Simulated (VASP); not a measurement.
A run of VASP 6.6.1 is set up as follows.

File INCAR:

```
SYSTEM = MoP
PREC     = Accurate       ! precision mode
ENCUT    = 520            ! plane-wave cutoff, eV
EDIFF    = 1E-7           ! SCF threshold, eV
ISMEAR   = 0              ! smearing method
SIGMA    = 0.1            ! smearing width, eV
LREAL    = .False.        ! projectors in reciprocal space
LASPH    = .True.         ! aspherical terms in the spheres
NELM     = 60             ! most SCF steps
ALGO     = Normal         ! electronic algorithm
ISIF     = 4              ! what is computed and relaxed
LWAVE    = .False.        ! write WAVECAR
LCHARG   = .False.        ! write CHGCAR
GGA      = PE             ! functional
IBRION   = 2              ! ionic algorithm
NSW      = 80             ! ionic steps
EDIFFG   = -0.002         ! ionic threshold
```

The input KPOINTS:

```
Automatic mesh
0
Gamma
  3 3 4
  0 0 0
```

File POSCAR:

```
MoP                                     
1.0
    3.2182462176      0.0000000000      0.0000000000
   -1.6091231088      2.7870829837      0.0000000000
    0.0000000000      0.0000000000      3.1971455031
  Mo              P             
     1     1
Direct
     0.0000000000000000    0.0000000000000000    0.0000000000000000
     0.3333333300000021    0.6666666699999979    0.5000000000000000
```

Potentials or basis: VASP PAW PBE potentials, release 64 (Mo_sv, P).

Command:

```console
$ cat potpaw_PBE.64/Mo_sv/POTCAR potpaw_PBE.64/P/POTCAR > POTCAR
$ mpirun -np 1 vasp_std > vasp.out
```

(1) Predict the band gap on the k mesh.

Answers

(1) none (metal or under the smearing width).

Caveat: the k mesh is coarse (spacing up to 0.75 Å⁻¹), so the values aren't converged.
